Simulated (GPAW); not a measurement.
The system is MoP.

```
CELL_PARAMETERS angstrom
3.22300 0.00000 0.00000
-1.61150 2.79120 0.00000
0.00000 0.00000 3.19100
ATOMIC_POSITIONS crystal
Mo 0.00000 0.00000 0.00000
P 0.33333 0.66667 0.50000
```

- Program: GPAW 26.7.0
- Task: relaxation of cell and atoms
- Functional: revPBE
- Potentials or basis: the program's PAW data sets (release 1.2.1) made for this functional
- Cutoff: 600 eV
- Basis: pw
- k mesh: 10 × 10 × 8
- Occupations: fermi-dirac, width 0.05 eV
- Spin: no spin polarisation

At the start: pressure 5.3 GPa; volume 14.35 Å³/atom.

How do energy, volume and symmetry change on relaxing?

Over 6 steps the energy falls by 5.8 meV/atom and the volume is 14.71 Å³/atom (+2.5 %); space group P-6m2 (No. 187, to 0.05 Å).

The path:
```csv
step,energy change (eV),largest force (eV/Å),pressure (GPa),volume (Å³)
1,0.0000,0.0000,5.29,28.71
2,-0.0075,0.0000,2.92,29.00
3,-0.0112,0.0000,0.07,29.38
4,-0.0114,0.0000,-0.05,29.40
5,-0.0116,0.0000,-0.13,29.43
6,-0.0116,0.0000,-0.04,29.42
```

Final structure:
```yaml
crystal:
  lattice:
    - [3.25537, 0.00000, 0.00000]
    - [-1.62769, 2.81924, 0.00000]
    - [0.00000, 0.00000, 3.20529]
  atoms:
    - { symbol: Mo, position: [0.00000, 0.00000, 0.00000] }
    - { symbol: P, position: [0.33333, 0.66667, 0.50000] }
```

Caveat: later steps reuse the first step's grids.
